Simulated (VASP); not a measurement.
# LiCl: the relaxed cell at several levels of theory, part 2 of 2

How much does the relaxed cell of LiCl depend on the functional? The starting structure is a measured crystal structure from the Crystallography Open Database. The first relaxation on each setting starts from this cell expanded by 3 % in volume.

VASP 6.6.1.

Results so far: PBEsol 16.20 Å³ an atom; LDA 15.25 Å³ an atom; PBE 17.02 Å³ an atom; PBEsol + D3(BJ) 15.34 Å³ an atom.

**6. Relaxation with r2SCAN**

Level of this step: r2SCAN; plane waves and PAW (Cl, Li_sv) (VASP).

r2SCAN adds the kinetic-energy density, costs more than a GGA and is run with LASPH. This run starts from the cell of an earlier relaxation, which isn't shown; the restart sets up the plane waves anew.

Input file INCAR:

```
SYSTEM = LiCl
PREC = Accurate
ENCUT = 650
EDIFF = 1E-06
NELM = 100
ISMEAR = 0
SIGMA = 0.03
LREAL = .FALSE.
ALGO = Normal
METAGGA = R2SCAN
LASPH = .TRUE.
NBANDS = 11
LORBIT = 11
LWAVE = .FALSE.
LCHARG = .FALSE.
KPAR = 4
IBRION = 2
NSW = 50
ISIF = 3
EDIFFG = -0.006
```

Input file POSCAR:

```
LiCl
1.0
    0.0000000000      2.5444399828      2.5444399828
    2.5444399828      0.0000000000      2.5444399828
    2.5444399828      2.5444399828      0.0000000000
Cl Li
1 1
Direct
    0.5000000000      0.5000000000      0.5000000000
    0.0000000000      0.0000000000      0.0000000000
```

Input file KPOINTS:

```
Automatic mesh
0
Gamma
8 8 8
0 0 0
```

The projector-augmented-wave data sets are Cl and Li_sv (PBE family, release 64).

The run is started by

```
$ mpirun -np 4 vasp_std
```

The program printed:

```text
[banner, memory and clock lines left out]
running    4 mpi-ranks, on    1 nodes
[...]
[... a notice as in an earlier step ...]

 LDA part: xc-table for (None), standard interpolation
 POSCAR, INCAR and KPOINTS ok, starting setup
[...]
entering main loop
       N       E                     dE             d eps       ncg     rms          rms(c)
DAV:   1     0.413785054977E+02    0.41379E+02   -0.48995E+03   638   0.101E+03
DAV:   2    -0.115519677019E+02   -0.52930E+02   -0.50270E+02   798   0.169E+02
DAV:   3    -0.144852576288E+02   -0.29333E+01   -0.29245E+01   842   0.417E+01
DAV:   4    -0.145740700786E+02   -0.88812E-01   -0.88761E-01   901   0.697E+00
[...]
DAV:  12    -0.125901691495E+02   -0.34951E-04   -0.25397E-06   760   0.173E-02    0.790E-03
DAV:  13    -0.125901671266E+02    0.20230E-05   -0.42055E-07   496   0.458E-03    0.230E-03
DAV:  14    -0.125901669285E+02    0.19806E-06   -0.35190E-08   427   0.178E-03
   1 F= -.12590167E+02 E0= -.12590167E+02  d E =-.125902E+02
[...]
reached required accuracy - stopping structural energy minimisation
```

The job ended after 11 s (4 MPI ranks of Intel Xeon 6975P-C (Granite Rapids), shared host; peak memory 0.65 GiB; 38 s of CPU time).

Parts of OUTCAR (step 6):

```text
  Total       -0.0076958     -0.0076958     -0.0076958      0.0000000      0.0000000      0.0000000
  in kB       -0.3742488     -0.3742488     -0.3742488      0.0000000      0.0000000      0.0000000
  external PRESSURE =      -0.3742488 kB  Pullay stress =       0.0000000 kB

 POSITION                                       TOTAL-FORCE (eV/Angst)
 -----------------------------------------------------------------------------------
      2.54444      2.54444      2.54444        -0.000000     -0.000000      0.000000
      0.00000      0.00000      0.00000         0.000000      0.000000     -0.000000
 -----------------------------------------------------------------------------------
    total drift:                               -0.000000     -0.000000      0.000000

  FREE ENERGIE OF THE ION-ELECTRON SYSTEM (eV)
  ---------------------------------------------------
  free  energy   TOTEN  =       -12.5901669285 eV

  energy  without entropy=      -12.5901669285  energy(sigma->0) =      -12.59016693

[... 2 parts as in an earlier step ...]

[... 2 further parts left out ...]
[key lines of the parts left out:]
E-fermi :   0.6833
```

With r2SCAN the relaxed cell holds 16.473 Å³ an atom, -3.12 % against the measured cell, with a = 5.089 Å. That is +1.70 % from PBEsol.

**7. Relaxation with r2SCAN + rVV10**

rVV10 adds a nonlocal correlation energy for dispersion. This run starts from the cell of an earlier relaxation, which isn't shown; the restart sets up the plane waves anew.

INCAR: that of step 6 with these lines changed.

```diff
@@ -10,2 +10,6 @@
 METAGGA = R2SCAN
+LUSE_VDW = .TRUE.
+IVDW_NL = 2
+BPARAM = 11.95
+CPARAM = 0.0093
 LASPH = .TRUE.
```

Input file POSCAR:

```
LiCl
1.0
    0.0000000000      2.5305324857      2.5305324857
    2.5305324857      0.0000000000      2.5305324857
    2.5305324857      2.5305324857      0.0000000000
Cl Li
1 1
Direct
    0.5000000000      0.5000000000      0.5000000000
    0.0000000000      0.0000000000      0.0000000000
```

KPOINTS is that of step 6.

The run is started by

```
$ mpirun -np 4 vasp_std
```

The program printed:

```text
[banner, memory and clock lines left out]
running    4 mpi-ranks, on    1 nodes
[...]
|                                                                             |
|               ----> ADVICE to this user running VASP <----                  |
|                                                                             |
|     You have switched on vdW-DFT.                                           |
|     This routine was written and supplied by Jiri Klimes. We recommend      |
|     that you carefully read and cite the following publications:            |
|       J. Klimes, D.R. Bowler, A. Michelides                                 |
|          J. Phys.: Cond Matt. 22 022201 (2010)                              |
|       J. Klimes, D.R. Bowler, A. Michelides                                 |
|          Phys. Rev. B. 83, 195131 (2011)                                    |
|     and references therein.                                                 |
|                                                                             |

[...]
DAV:   2    -0.123213087660E+02    0.16772E-03   -0.41641E-04   885   0.137E-01    0.403E-02
Total rVV10 correction in eV:      0.2669931    10.2462451
Total rVV10 correction in eV:      0.2669931    10.2462451
Total rVV10 correction in eV:      0.2669931    10.2462451
Total rVV10 correction in eV:      0.2669931    10.2462451
DAV:   3    -0.123212952164E+02    0.13550E-04   -0.11078E-04   715   0.620E-02    0.238E-02
Total rVV10 correction in eV:      0.2670004    10.2462451
Total rVV10 correction in eV:      0.2670004    10.2462451
Total rVV10 correction in eV:      0.2670004    10.2462451
Total rVV10 correction in eV:      0.2670004    10.2462451
DAV:   4    -0.123212943330E+02    0.88344E-06   -0.20716E-06   702   0.132E-02
Total rVV10 correction in eV:      0.2669876    10.2462451
Total rVV10 correction in eV:      0.2669876    10.2462451
Total rVV10 correction in eV:      0.2669876    10.2462451
Total rVV10 correction in eV:      0.2669876    10.2462451
Total rVV10 correction in eV:      0.2669936    10.2462451
Total rVV10 correction in eV:      0.2669936    10.2462451
Total rVV10 correction in eV:      0.2669936    10.2462451
Total rVV10 correction in eV:      0.2669936    10.2462451
   3 F= -.12321294E+02 E0= -.12321294E+02  d E =-.819693E-04
[...]
reached required accuracy - stopping structural energy minimisation
```

The job ended after 63 s (4 MPI ranks; peak memory 1.1 GiB; 4.1 min of CPU time).

Parts of OUTCAR (step 7):

```text
  Total        0.0038953      0.0038953      0.0038953      0.0000000      0.0000000     -0.0000000
  in kB        0.1933197      0.1933197      0.1933197      0.0000000      0.0000000     -0.0000000
  external PRESSURE =       0.1933197 kB  Pullay stress =       0.0000000 kB

 POSITION                                       TOTAL-FORCE (eV/Angst)
 -----------------------------------------------------------------------------------
      2.52724      2.52724      2.52724        -0.000000     -0.000000     -0.000000
      0.00000      0.00000      0.00000         0.000000      0.000000      0.000000
 -----------------------------------------------------------------------------------
    total drift:                               -0.000000     -0.000000      0.000000

  FREE ENERGIE OF THE ION-ELECTRON SYSTEM (eV)
  ---------------------------------------------------
  free  energy   TOTEN  =       -12.3212943330 eV

  energy  without entropy=      -12.3212943330  energy(sigma->0) =      -12.32129433

[... 2 parts as in an earlier step ...]

[... 2 further parts left out ...]
[key lines of the parts left out:]
E-fermi :   0.7399
```

With r2SCAN + rVV10 the relaxed cell holds 16.141 Å³ an atom, -5.07 % against the measured cell, with a = 5.054 Å. That is -0.34 % from PBEsol.

**8. Relaxation with vdW-DF-cx**

vdW-DF-cx takes its exchange from the same plasmon model as its correlation. This run starts from the cell of an earlier relaxation, which isn't shown; the restart sets up the plane waves anew.

INCAR: that of step 7 with these lines changed.

```diff
@@ -9,7 +9,5 @@
 ALGO = Normal
-METAGGA = R2SCAN
+GGA = CX
+AGGAC = 0
 LUSE_VDW = .TRUE.
-IVDW_NL = 2
-BPARAM = 11.95
-CPARAM = 0.0093
 LASPH = .TRUE.
```

Input file POSCAR:

```
LiCl
1.0
    0.0000000000      2.5448158441      2.5448158441
    2.5448158441      0.0000000000      2.5448158441
    2.5448158441      2.5448158441      0.0000000000
Cl Li
1 1
Direct
    0.5000000000      0.5000000000      0.5000000000
    0.0000000000      0.0000000000      0.0000000000
```

KPOINTS is that of step 7.

The run is started by

```
$ mpirun -np 4 vasp_std
```

The program printed:

```text
[banner, memory and clock lines left out]
running    4 mpi-ranks, on    1 nodes
[...]
[... a notice as in an earlier step ...]

 [... a notice as in an earlier step ...]

 LDA part: xc-table for (Slater+PW92), standard interpolation
 POSCAR, INCAR and KPOINTS ok, starting setup
[...]
entering main loop
       N       E                     dE             d eps       ncg     rms          rms(c)
DAV:   1     0.472395277676E+02    0.47240E+02   -0.48037E+03   638   0.987E+02
DAV:   2    -0.237856195208E+01   -0.49618E+02   -0.47898E+02   811   0.160E+02
DAV:   3    -0.488207440186E+01   -0.25035E+01   -0.24965E+01   812   0.382E+01
DAV:   4    -0.496101409043E+01   -0.78940E-01   -0.78863E-01   949   0.650E+00
[...]
DAV:  10    -0.491179520421E+01   -0.58226E-04   -0.96051E-05   731   0.746E-02    0.259E-02
DAV:  11    -0.491179847883E+01   -0.32746E-05   -0.42510E-06   892   0.158E-02    0.154E-03
DAV:  12    -0.491179915220E+01   -0.67337E-06   -0.36574E-07   686   0.443E-03
   1 F= -.49117992E+01 E0= -.49117992E+01  d E =-.491180E+01
[...]
reached required accuracy - stopping structural energy minimisation
```

Elapsed: 22 s, on 4 MPI ranks; peak memory 1.4 GiB; 85 s of CPU time.

From OUTCAR (step 8):

```text
  Total        0.0027974      0.0027974      0.0027974     -0.0000000     -0.0000000     -0.0000000
  in kB        0.1359780      0.1359780      0.1359780     -0.0000000     -0.0000000     -0.0000000
  external PRESSURE =       0.1359780 kB  Pullay stress =       0.0000000 kB

 POSITION                                       TOTAL-FORCE (eV/Angst)
 -----------------------------------------------------------------------------------
      2.54482      2.54482      2.54482         0.000000      0.000000     -0.000000
      0.00000      0.00000      0.00000        -0.000000     -0.000000      0.000000
 -----------------------------------------------------------------------------------
    total drift:                               -0.000000     -0.000000      0.000000

  FREE ENERGIE OF THE ION-ELECTRON SYSTEM (eV)
  ---------------------------------------------------
  free  energy   TOTEN  =        -4.9117991522 eV

  energy  without entropy=       -4.9117991522  energy(sigma->0) =       -4.91179915

[... 2 parts as in an earlier step ...]

[... 2 further parts left out ...]
[key lines of the parts left out:]
E-fermi :   0.8813
```

With vdW-DF-cx the relaxed cell holds 16.480 Å³ an atom, -3.08 % against the measured cell, with a = 5.090 Å. That is +1.75 % from PBEsol.

**9. Relaxation with RPBE**

RPBE by itself binds more weakly than PBE and expands cells. This run starts from the cell of an earlier relaxation, which isn't shown; the restart sets up the plane waves anew.

INCAR: that of step 8 with these lines changed.

```diff
@@ -9,6 +9,3 @@
 ALGO = Normal
-GGA = CX
-AGGAC = 0
-LUSE_VDW = .TRUE.
-LASPH = .TRUE.
+GGA = RP
 NBANDS = 11
```

Input file POSCAR:

```
LiCl
1.0
    0.0000000000      2.6226297969      2.6226297969
    2.6226297969      0.0000000000      2.6226297969
    2.6226297969      2.6226297969      0.0000000000
Cl Li
1 1
Direct
    0.5000000000      0.5000000000      0.5000000000
    0.0000000000      0.0000000000      0.0000000000
```

KPOINTS is that of step 8.

The run is started by

```
$ mpirun -np 4 vasp_std
```

The program printed:

```text
[... set-up lines as in an earlier step ...]
 entering main loop
       N       E                     dE             d eps       ncg     rms          rms(c)
DAV:   1     0.499671515962E+02    0.49967E+02   -0.44397E+03   638   0.968E+02
DAV:   2    -0.402885545799E+01   -0.53996E+02   -0.51664E+02   813   0.161E+02
DAV:   3    -0.699141614562E+01   -0.29626E+01   -0.29550E+01   838   0.408E+01
DAV:   4    -0.707860776522E+01   -0.87192E-01   -0.87139E-01   922   0.659E+00
[...]
DAV:  11    -0.702413289933E+01   -0.67481E-05   -0.14941E-05   937   0.262E-02    0.217E-03
DAV:  12    -0.702413475369E+01   -0.18544E-05   -0.17872E-06   751   0.996E-03    0.738E-03
DAV:  13    -0.702413438518E+01    0.36851E-06   -0.26406E-07   505   0.393E-03
   1 F= -.70241344E+01 E0= -.70241344E+01  d E =-.702413E+01
[...]
reached required accuracy - stopping structural energy minimisation
```

Run time: 2.8 s. Hardware: 4 MPI ranks; peak memory 0.67 GiB.

Parts of OUTCAR (step 9):

```text
  Total        0.0035745      0.0035745      0.0035745     -0.0000000     -0.0000000      0.0000000
  in kB        0.1587404      0.1587404      0.1587404     -0.0000000     -0.0000000      0.0000000
  external PRESSURE =       0.1587404 kB  Pullay stress =       0.0000000 kB

 POSITION                                       TOTAL-FORCE (eV/Angst)
 -----------------------------------------------------------------------------------
      2.62263      2.62263      2.62263        -0.000000     -0.000000     -0.000000
      0.00000      0.00000      0.00000         0.000000      0.000000      0.000000
 -----------------------------------------------------------------------------------
    total drift:                               -0.000000     -0.000000      0.000000

  FREE ENERGIE OF THE ION-ELECTRON SYSTEM (eV)
  ---------------------------------------------------
  free  energy   TOTEN  =        -7.0241343852 eV

  energy  without entropy=       -7.0241343852  energy(sigma->0) =       -7.02413439

[... 2 parts as in an earlier step ...]

[... 2 further parts left out ...]
[key lines of the parts left out:]
E-fermi :   0.4417
```

With RPBE the relaxed cell holds 18.039 Å³ an atom, +6.08 % against the measured cell, with a = 5.245 Å. That is +11.37 % from PBEsol.

**10. The runs compared**

```csv
level,volume (Å³/atom),against the measured cell (%),a (Å),pressure left (GPa),core minutes
PBEsol,16.197,-4.75,5.0603,0.0,0.667
LDA,15.246,-10.34,4.9593,0.04,0.52
PBE,17.019,0.09,5.1445,0.0,0.64
PBEsol + D3(BJ),15.345,-9.76,4.9699,0.02,0.667
r2SCAN,16.473,-3.12,5.0889,-0.04,2.95
r2SCAN + rVV10,16.141,-5.07,5.0545,0.02,12.9
vdW-DF-cx,16.48,-3.08,5.0896,0.01,7.53
RPBE,18.039,6.08,5.2453,0.02,0.587
```

Core minutes are wall time times ranks, summed over the relaxations behind a row (those for a bulk modulus apart), on shared hosts.

**11. What came out**

| Property | Result |
| --- | --- |
| volume, PBEsol | 16.20 Å³/atom |
| volume, LDA | 15.25 Å³/atom |
| volume, PBE | 17.02 Å³/atom |
| volume, PBEsol + D3(BJ) | 15.34 Å³/atom |
| volume, r2SCAN | 16.47 Å³/atom |
| volume, r2SCAN + rVV10 | 16.14 Å³/atom |
| volume, vdW-DF-cx | 16.48 Å³/atom |
| volume, RPBE | 18.04 Å³/atom |

What this shows: Across 8 levels the volume of LiCl spans 18.3 %, from 15.25 Å³ an atom (LDA) to 18.04 Å³ (RPBE). Against the measured volume of the starting structure, PBE comes nearest (+0.1 %) and LDA lies farthest (-10.3 %). The measured cell holds zero-point expansion and, unless it was taken cold, thermal expansion, which the runs lack, so small differences decide nothing. Adding D3(BJ) to PBEsol changes the volume by -5.3 %. Adding rVV10 to r2SCAN changes the volume by -2.0 %. LASPH is on in some of these runs and off in others, which adds a little to the differences. All runs keep the symmetry of the start, so they can't find a distortion of lower symmetry. Further runs on this material are not shown.

[Lines on the potential files, build, host, timing and source positions are cut from VASP's logs without a mark.]

[Logs are printed without paths, hosts, clocks, repeated set-up lines and the standing remarks that a program may print on its own settings, such as how far it seeks lower states.]

[Hosts, paths, dates, database ids (printed as entryN), source tags and the programs' standing remarks are cut or masked in the printed files.]
